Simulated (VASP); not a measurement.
A run of VASP 6.6.1:

File INCAR:

```
SYSTEM = I
ALGO     = Fast           ! electronic algorithm
EDIFF    = 1E-6           ! SCF threshold, eV
ENCUT    = 520            ! plane-wave cutoff, eV
GGA      = PE             ! functional
ISIF     = 2              ! what is computed and relaxed
ISMEAR   = -1             ! smearing method
LASPH    = .TRUE.         ! aspherical terms in the spheres
LCHARG   = .TRUE.         ! write CHGCAR
LELF     = .TRUE.         ! ELF
LREAL    = .FALSE.        ! projectors in reciprocal space
LVHAR    = .TRUE.       
LWAVE    = .FALSE.        ! write WAVECAR
NBANDS   = 10             ! bands
NELM     = 100            ! most SCF steps
PREC     = Accurate       ! precision mode
SIGMA    = 0.02           ! smearing width, eV
```

The input KPOINTS:

```
k-points
0
G
  7 7 7
  0 0 0
```

Contents of POSCAR:

```
I
1.0
   -1.6174560000      1.6174560000      4.2648080000
    1.6174560000     -1.6174560000      4.2648080000
    1.6174560000      1.6174560000     -4.2648080000
I
1
Direct
    0.0000000000      0.0000000000      0.0000000000
```

Potentials or basis: VASP PAW PBE potentials, release 64 (I).

Run with:

```console
$ cat potpaw_PBE.64/I/POTCAR > POTCAR
$ mpirun -np 1 vasp_std > vasp.out
```

Hardware: 1 thread of AMD EPYC 9R45 96-Core Processor (Zen 5) (shared host).

**Question.** How long does it take, and how much memory?

**Answer.** Wall time 16 s on 1 thread of AMD EPYC 9R45 96-Core Processor (Zen 5), on a shared host, peak memory 0.17 GiB. Counts: scf iterations 12, k points 40.
